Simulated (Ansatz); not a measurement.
Take a crystal in which Te has been replaced by Se on all its sites, with the cell rescaled by a rough guess (in some cases also distorted within its space group) and nothing relaxed:

```xyz
3
Lattice="4.2946 0.0000 0.0000 -2.1473 3.7192 0.0000 0.0000 0.0000 5.3801" Properties=species:S:1:pos:R:3 pbc="T T T"
Se    3.0550    0.0000    1.7934
Se   -1.5275    2.6457    3.5868
Se    0.6198    1.0735    0.0000
```

Computed with Ansatz, DFT PBE, scalar-relativistic, plane waves, PAW.

Settings: cutoff 420 eV, Γ-centred mesh 12×12×8 on the computed 3-atom cell, Gaussian smearing of 0.10 eV; no spin polarisation.

Task: What pressure does the cell carry?

Result: The pressure is -8.5 GPa (positive in compression), so the cell would contract.

Task: Is it a metal on this mesh?

Result: Yes, a band crosses the Fermi level.

The bands overlap by little, and semilocal functionals make gaps too small, so the missing gap can be the functional's error and not a sign of a true metal.